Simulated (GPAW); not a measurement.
Computed results, one entry a study.

### A GW chain in GPAW: BeTe (F-43m)

The structure is cubic, space group F-43m (No. 216). Conventional cell: a = 5.540 Å, b = 5.540 Å, c = 5.540 Å, α = 90.00°, β = 90.00°, γ = 90.00°. Be has 4 Te at 2.40 Å nearest. Te has 4 Be at 2.40 Å nearest. Farther neighbours and most contacts between anions are not listed.

```yaml
method: DFT, PBE, plane waves, PAW (and 1 further level or step)
program: GPAW 26.7.0
settings_of_one_run: cutoff 600 eV, GPAW PAW setups 1.2.1 data release, 6×6×6 k-mesh, nbands 233
cost: 3 runs, 2.9 min in all on 8 MPI ranks of Intel Xeon Platinum 8488C (Sapphire Rapids), shared host (the runs of this entry)
notes: The database entry behind the starting cell differs from later determinations by our own check (an axis about 1.5 % short against later determinations). The cell and positions come from the Crystallography Open Database and are kept as given unless a step says otherwise. Limits: no spin-orbit coupling. Bands and cutoff are finite, so the gap is not at the basis limit. The miss can reach some tenths of an eV and take either sign; the mesh is an error of its own.
pbe_gap: 1.86 eV, indirect
g0w0_gap_on_the_mesh: 2.58 eV
gw_settings: 6×6×6 mesh, 223 bands, screening to 175 eV, Godby-Needs plasmon pole
known_limits: not at the basis limit; no spin-orbit coupling
```

G0W0 moves the gap on the mesh from 1.86 eV to 2.58 eV (+0.72 eV), with Z of 0.80 and 0.81 at the edges. Only 2 of the mesh's irreducible points were corrected, so a valley elsewhere could overtake.

[Paths, hosts, dates, memory and timing lines, banners, echoed tables and standing remarks are left out of the program output.]

[Logs are printed without paths, hosts, clocks, repeated set-up lines and the standing remarks that a program may print on its own settings, such as how far it seeks lower states.]

[Runs of the session that timed out or met a known fault of the program may be left out.]

[Hosts, paths, dates, database ids (printed as entryN), source tags and the programs' standing remarks are cut or masked in the printed files.]
